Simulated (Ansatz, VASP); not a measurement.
# One calculation of InP, two programs

```
CELL_PARAMETERS angstrom
0.00000 2.94679 2.94679
2.94679 0.00000 2.94679
2.94679 2.94679 0.00000
ATOMIC_POSITIONS crystal
In 0.00000 0.00000 0.00000
P 0.75000 0.75000 0.75000
```

Alike in both runs: functional PBE; dispersion D3(BJ); k mesh 8 × 8 × 8; occupations gaussian, width 0.02 eV; no spin polarisation.

Ansatz relaxed the structure, and its values are those at the end. VASP's run is a single point on that final structure, the one shown.

|  | VASP | Ansatz |
| --- | --- | --- |
| version | VASP 6.6.1 | Ansatz 0.2.0 |
| potentials or method | VASP PAW PBE potentials, release 64 (In_d, P) | scalar-relativistic, plane waves, PAW |
| plane-wave cutoff (eV) | 520 | 420 |
| valence electrons in the cell | 18 | 18 |

Ansatz gave:

```
gap on the k mesh at the Fermi level (eV) : 0.62
least direct gap on the mesh (eV)         : 0.62
pressure (GPa)                            : 0.0
```

Question: Estimate VASP's values.

Answer: gap on the k mesh at the Fermi level (eV): 0.62; least direct gap on the mesh (eV): 0.62; pressure (GPa): -0.1.

Caveats: spin-orbit coupling is left out, which moves the levels of the heavy elements. As with any semilocal functional, this PBE gap is likely too small.
